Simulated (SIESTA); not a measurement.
MoS2 under changes of volume

One of the cells (17.864 Å³/atom); the others are scaled copies at fixed shape and fractional positions:

```
Mo S
1.0
     3.16900    0.00000    0.00000
    -1.58450    2.74443    0.00000
     0.00000    0.00000   12.32400
Mo S
2 4
Direct
  0.66667 0.33333 0.75000
  0.33333 0.66667 0.25000
  0.66667 0.33333 0.37700
  0.33333 0.66667 0.87700
  0.66667 0.33333 0.12300
  0.33333 0.66667 0.62300
```

| Item | Value |
| --- | --- |
| Program | SIESTA 5.4.2 |
| Functional | LDA |
| Potentials or basis | PseudoDojo 0.4 standard (LDA files) |
| Basis | DZP (energy shift 0.003 Ry; two zetas on semicore shells) |
| Grid cutoff | 800 Ry |
| Energy shift | 0.003 Ry |
| k mesh | 8 × 8 × 2 |
| Occupations | fermi-dirac, width 0.05 eV |
| Spin | no spin polarisation |

```tsv
volume (Å³/atom)	energy over the lowest point (meV/atom)	pressure (GPa)	gap on the mesh (eV)	largest force (eV/Å)
16.792	17.63	7.8	0.92	1.065
17.149	4.64	3.9	0.94	0.659
17.507	0.00	0.4	0.95	0.284
17.864	2.87	-2.8	0.96	0.063
18.221	?	?	?	?
18.578	28.05	-8.2	0.98	0.680
18.936	49.06	-10.5	0.99	0.952
```

Question: What does the run at 18.221 Å³/atom give?

Answer: Energy over the lowest point 12.45 meV/atom; pressure -5.7 GPa; gap on the mesh 0.97 eV; largest force 0.384 eV/Å.

Worked out: A Birch-Murnaghan fit of order 3 (a polynomial in V^(-2/3)) to the other rows has its minimum at 17.54 Å³/atom with B0 = V·E''(V) = 163 GPa and B' = 4.4 at fixed shape and positions, which overstates the stiffness. It gives 12.46 meV/atom at 18.221 Å³/atom, against the run's 12.45, and -dE/dV = -5.7 GPa, against -5.7. A straight line through the other rows of the gap, of slope 0.554 eV per unit of ln V, gives 0.97 eV, against the run's 0.97.

Energies are extrapolated to zero smearing.

Caveats: the basis of atomic orbitals isn't converged, which shifts pressures, moduli and gaps; forces of over 1 eV/Å show positions far from the minimum, so gaps and moduli don't describe the material at rest (some runs).

A mesh can miss the band edges. Spin-orbit coupling on Mo is left out.
